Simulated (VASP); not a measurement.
Wanted: the native input for a VASP 6.6.1 run.

```
Task                   : single point
Functional             : PBE
Potentials or basis    : VASP PAW PBE potentials, release 64 (Mn_pv, F)
Cutoff                 : 520 eV
k mesh                 : 7 × 7 × 7
Occupations            : gaussian, width 0.05 eV
Spin                   : collinear spin, ferromagnetic start
Starting moments       : [4.0, 0.0, 0.0] μB
Further INCAR settings : ALGO = Fast; EDIFF = 1e-06
```

The structure of MnF2 lies in POSCAR:

```
MnF2
1.0
    1.5868133000      0.9161470900      4.7975342500
   -1.5868133000      0.9161470900      4.7975342500
    0.0000000000     -1.8322941800      4.7975342500
Mn F
1 2
Direct
    0.0000000000      0.0000000000      0.0000000000
    0.2520000000      0.2520000000      0.2520000000
    0.7480000000      0.7480000000      0.7480000000
```

The cell was built by a generator and needn't be a form met in nature.

The input as run:

INCAR

```
PREC     = Accurate       # precision mode
ENCUT    = 520            # plane-wave cutoff, eV
EDIFF    = 1E-6           # SCF threshold, eV
ISMEAR   = 0              # smearing method
SIGMA    = 0.05           # smearing width, eV
LREAL    = F              # projectors in reciprocal space
LASPH    = T              # aspherical terms in the spheres
NELM     = 150            # most SCF steps
ALGO     = Fast           # electronic algorithm
ISIF     = 2              # what is computed and relaxed
LWAVE    = F              # write WAVECAR
LCHARG   = T              # write CHGCAR
ISPIN    = 2              # spin polarisation
MAGMOM   = 4 0 0          # initial moments
LORBIT   = 11             # projections on sites
LMAXMIX  = 4              # l up to which the mixer works
GGA      = PE             # functional
LELF     = T              # ELF
LVHAR    = T
```

KPOINTS

```
Automatic mesh
0
Gamma
  7 7 7
```

Potentials or basis: VASP PAW PBE potentials, release 64 (Mn_pv, F).

Command:

```sh
$ cat potpaw_PBE.64/Mn_pv/POTCAR potpaw_PBE.64/F/POTCAR > POTCAR
$ mpirun -np 1 vasp_std > vasp.out
```

Results of the run:

* Pressure: -0.9 GPa
* Largest force: 0.916 eV/Å
* Band gap on the k mesh: 1.92 eV, indirect (least direct gap 2.00 eV)
* Net moment: 5.00 μB per cell
* Site moments: Mn +4.56; F +0.10 μB
* Valence electrons inside the program's atomic spheres: Mn 11.25; F 6.07

Caveat: an odd mesh through Γ misses points on the zone boundary, where band edges often lie; a cell with one magnetic atom can't hold antiferromagnetic order, which such compounds often take.

It took 120 s on 1 thread of AMD EPYC 9R45 (Zen 5), on a shared host, peak memory 0.26 GiB.
